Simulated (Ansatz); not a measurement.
# GaAs: the cost of one run

Method: DFT PBE, spin-orbit coupling, plane waves, PAW, and further levels as typed in the inputs, in Ansatz 0.2.0.

**1. Starting point**

Symmetry: F-43m, No. 216, cubic system. The conventional cell has a = 5.653 Å, b = 5.653 Å, c = 5.653 Å, α = 90.00°, β = 90.00°, γ = 90.00°. Ga (site symmetry -43m) has 4 As at 2.45 Å as nearest neighbours. As (site symmetry -43m) has 4 Ga at 2.45 Å as nearest neighbours.

As a file:

```
Ga As
1.0
     0.00000    2.82650    2.82650
     2.82650    0.00000    2.82650
     2.82650    2.82650    0.00000
Ga As
1 1
Cartesian
  0.0000 0.0000 0.0000
  1.4132 1.4132 1.4132
```

**2. Single point: GaAs**

Contents of input.yaml:

```yaml
crystal:
  lattice:
    - [0.0, 2.8265, 2.8265]
    - [2.8265, 0.0, 2.8265]
    - [2.8265, 2.8265, 0.0]
  atoms:
    - { symbol: Ga, position: [0.0, 0.0, 0.0] }
    - { symbol: As, position: [0.25, 0.25, 0.25] }
scf:
  occupations: { method: gaussian, width: 0.03 }
output:
  eigenstates:
    kpoints:
      - [0.0, 0.0, 0.0]
      - [0.05, 0.05, 0.05]
      - [0.1, 0.1, 0.1]
      - [0.15, 0.15, 0.15]
      - [0.2, 0.2, 0.2]
      - [0.25, 0.25, 0.25]
      - [0.3, 0.3, 0.3]
      - [0.35, 0.35, 0.35]
      - [0.4, 0.4, 0.4]
      - [0.45, 0.45, 0.45]
      - [0.5, 0.5, 0.5]
      - [0.5, 0.5, 0.0]
      - [0.25, 0.5, 0.5]
      - [0.2, 0.45, 0.45]
      - [0.3, 0.55, 0.55]
hamiltonian:
  xc: pbe
kpoints:
  mp_grid: { grid: [10, 10, 10] }
magnetization:
  noncollinear: true
  spin_orbit: true
```

Run with:

```sh
ansatz run input.yaml --threads 4 --pin off --max-ram 10240MiB --backend cpu --events-out ev --progress --plain --runs-dir out
```

Q: Estimate wall time and peak memory on 4 threads of Intel Xeon Platinum 8259CL at 2.50GHz (Skylake/Cascade Lake), shared host.

About 10 s, with a peak of 0.61 GiB.
